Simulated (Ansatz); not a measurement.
## Ionic part of the dielectric constant of SrO, mode by mode

Computed with DFT PBE, scalar-relativistic, plane waves, PAW in Ansatz 0.2.0. Plane waves to 420 eV; Γ-centred k mesh 6×6×6; fixed occupations. No spin polarisation. Phonons by linear response, acoustic sum rule imposed.

Space group R-3m (No. 166), trigonal, a = 3.614 Å, c = 27.984 Å. Sr on a site of symmetry -3m has 6 O at 2.61 Å; Sr on a site of symmetry 3m is surrounded by 6 O at 2.58–2.61 Å; O on a site of symmetry -3m is surrounded by 6 Sr at 2.58 Å; around O on a site of symmetry 3m lie 6 Sr at 2.61 Å.

It was reached by relaxing an invented guess, and it needn't be the stable form of this composition. Modes under 40 cm⁻¹ are poorly fixed.

The primitive cell has V = 105.50 Å³ and ε∞,yy = 3.774. Each polar mode adds Δε = (4.92064×10⁷/V)·S/ν² along y, with S its oscillator strength in e²/amu, ν in cm⁻¹ and V in Å³.

Question: From these modes, find each Δε and ε0,yy.
```tsv
ν (cm⁻¹)	S_yy (e²/amu)
24.08	0.00035
182.69	1.258
239.96	0.03908
```

Answer:
```csv
ν (cm⁻¹),Δε
24.08,0.28
182.69,17.58
239.96,0.32
```

The sum is 18.18, so ε0,yy = 21.95; the run's tensor has 21.95.

Question: Where do the longitudinal modes lie for a wave vector along y?

Answer: At 24.23, 238.18, 441.06 cm⁻¹. The Lyddane–Sachs–Teller product Π(ν_LO/ν_TO)² = 5.81 agrees with ε0/ε∞ = 5.81.
